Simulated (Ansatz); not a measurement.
Li: eigenvalues along the path

```yaml
crystal:
  lattice:
    - [0.06606, 2.23503, 2.23503]
    - [2.23503, 0.06606, 2.23503]
    - [2.23503, 2.23503, 0.06606]
  atoms:
    - { symbol: Li, position: [0.00000, 0.00000, 0.00000] }
```

The cell is COD entry 9008473, as deposited and not checked against the literature; nothing was relaxed. The listed cell was then made from it by scaling, straining or moving an atom.

The calculation used Ansatz 0.2.0, DFT, PBE, all-electron LAPW, scalar-relativistic.

Settings: a Γ-centred 13×13×13 k mesh, Fermi–Dirac smearing of 0.08 eV, basis error target 0.25 meV/atom, no spin polarisation.

Path points, in fractions of the reciprocal vectors: Γ (0.000, 0.000, 0.000), T (0.500, 0.500, 0.500), H2 (0.243, 0.500, 0.757), H0 (-0.243, 0.243, 0.500), L (0.000, 0.000, 0.500), S0 (-0.371, 0.000, 0.371), S2 (0.000, 0.371, 0.629), F (0.000, 0.500, 0.500). Levels in eV from the Fermi level; bands 2 to 4, counted from the lowest band of the run. The gap is zero.

```
# k(1/Å) point b2 b3 b4
0.000 Γ -3.51 13.11 14.14
0.240 - -3.35 11.27 13.85
0.480 - -2.85 8.40 13.32
0.720 - -2.04 5.73 12.92
0.960 - -0.97 3.52 12.71
1.200 T -0.23 2.39 12.65
1.410 - -0.06 2.45 11.85
1.621 - 0.44 2.62 9.77
1.832 - 1.26 2.87 7.54
2.042 - 2.40 3.14 5.56
2.253 H2 3.32 3.45 4.27
2.446 - 2.83 3.27 5.22
2.639 - 2.56 3.03 6.09
2.832 - 2.56 3.03 6.09
3.025 - 2.83 3.27 5.22
3.218 H0 3.32 3.45 4.27
3.417 - 2.41 3.32 5.68
3.616 - 1.40 3.20 7.59
3.815 - 0.66 3.03 9.66
4.014 - 0.22 2.90 11.34
4.213 L 0.07 2.85 11.81
4.463 - -0.75 4.10 11.83
4.713 - -1.91 6.50 11.97
4.962 - -2.80 9.39 12.32
5.212 - -3.34 12.40 12.85
5.462 Γ -3.51 13.11 14.14
5.766 - -3.25 12.18 12.54
6.070 - -2.45 9.09 10.37
6.375 - -1.11 6.27 8.53
6.679 - 0.76 4.06 7.09
6.983 S0 2.52 3.00 6.21
7.152 - 2.42 3.04 6.15
7.321 - 2.24 3.27 6.02
7.490 - 2.24 3.27 6.02
7.659 - 2.42 3.04 6.15
7.828 S2 2.52 3.00 6.21
7.933 - 2.15 3.72 6.19
8.038 - 1.86 4.22 6.50
8.144 - 1.65 4.44 7.17
8.249 - 1.53 4.50 7.79
8.354 F 1.48 4.51 7.76
```
